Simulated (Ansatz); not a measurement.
## Pt in Ansatz: convergence with ecutfock ratio

Input of the first run (ecutfock ratio 1); the others differ in this setting and in those tied to it:

input.yaml

```yaml
crystal:
  lattice:
    - [2.7606656158, 0.0, 0.0]
    - [-1.3803328079, 2.3908065546, 0.0]
    - [0.0, 0.0, 4.792134]
  atoms:
    - { symbol: Pt, position: [0.3333333333, 0.6666666667, 0.25] }
    - { symbol: Pt, position: [0.6666666667, 0.3333333333, 0.75] }
hamiltonian:
  xc: hse06
  pseudopotentials: { kind: paw }
kpoints:
  mp_grid: { grid: [6, 6, 3] }
scf:
  occupations: { method: gaussian, width: 0.1 }
  exx: { ecutfock_ratio: 1 }
output:
  forces: true
  stress: true
  eigenvalues: true
```

Potentials or basis: Ansatz PAW.

The run is started by

```console
$ ansatz run input.yaml --threads 2 --pin off --max-ram 5632MiB --backend cpu --events-out ev --progress --plain --runs-dir out
```

This isn't the form of Pt at room conditions, which is fcc.

Hardware: 2 threads of Arm Neoverse V1, with other jobs on the host.

Task: The values tried are 1, 2, 3, 4, loosest first. From which on does the energy stay within 1 meV/atom of the tightest run that finished?

Result: From 2 on.

| ecutfock ratio | energy less the tightest run, at zero smearing (meV/atom) | SCF cycles | CPU time (s) | peak memory (GiB) |
| --- | --- | --- | --- | --- |
| 1 | 133.47 | 14 | 14 | 0.51 |
| 2 | 0.49 | 14 | 17 | 0.61 |
| 3 | 0.00 | 14 | 18 | 0.61 |
| 4 | 0.00 | 14 | 18 | 0.63 |

The tightest run that finished is the yardstick and may itself not be fully converged.

Caveat, for the tightest run too: the k mesh is coarse (spacing up to 0.44 Å⁻¹), so the values aren't converged, least of all with exact exchange. The run has no spin-orbit coupling, so splittings on Pt are missing.
